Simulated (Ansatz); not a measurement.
Sb:

```
Sb
1.0
     0.17336    2.38853    2.49587
     2.41731    0.06469    2.60454
     2.32045    2.40035    0.16154
Sb
1
Direct
  0.00000 0.00000 0.00000
```

This isn't the form of Sb at room conditions, which is rhombohedral.

The cell isn't the ideal one: cell sheared at random, sigma 0.03, atoms nudged by 0.01 Å.

- Program: Ansatz 0.2.0
- Task: relaxation of cell and atoms
- Functional: HSE06
- Potentials or basis: Ansatz PAW
- Cutoff: 420 eV (not typed: the program's choice for these potentials)
- k mesh: 5 × 5 × 5
- Occupations: fermi-dirac, width 0.05 eV
- Spin: no spin polarisation

At the start: volume 26.53 Å³/atom.

How do energy, volume and symmetry change on relaxing?

It ends after 15 steps and the volume is 28.99 Å³/atom (+9.3 %); space group Immm (No. 71, to 0.05 Å).

Step by step:
| step | energy change (eV) | largest force (eV/Å) | volume (Å³) |
| --- | --- | --- | --- |
| 1 | 0.0000 | 0.0000 | 26.53 |
| 2 | -0.0146 | 0.0000 | 26.65 |
| 3 | -0.0295 | 0.0000 | 26.67 |
| 4 | -0.0495 | 0.0000 | 27.80 |
| 5 | -0.0614 | 0.0000 | 27.45 |
| 6 | -0.0807 | 0.0000 | 27.78 |
| 7 | -0.0838 | 0.0000 | 28.62 |
| 8 | -0.0854 | 0.0000 | 28.53 |
| 9 | -0.0855 | 0.0000 | 28.48 |
| 10 | -0.0855 | 0.0000 | 28.49 |
| 11 | -0.0975 | 0.0000 | 28.49 |
| 12 | -0.1016 | 0.0000 | 28.76 |
| 13 | -0.1032 | 0.0000 | 28.94 |
| 14 | -0.1034 | 0.0000 | 28.99 |
| 15 | -0.1035 | 0.0000 | 28.99 |

Final structure:
```xyz
1
Lattice="0.5778 2.3158 2.5584 3.1375 -0.0123 3.0833 2.5676 2.3166 0.5347" Properties=species:S:1:pos:R:3 pbc="T T T"
Sb    0.0000    0.0000    0.0000
```

Caveat: the k mesh is coarse (spacing up to 0.48 Å⁻¹), so the values aren't converged, least of all with exact exchange; the plane-wave basis is chosen anew once the cell has moved, so the energies of steps on either side of that aren't comparable; the PAW data sets come from PBE, with cores solved anew for the run's functional, which leaves a small shift of forces and pressure.
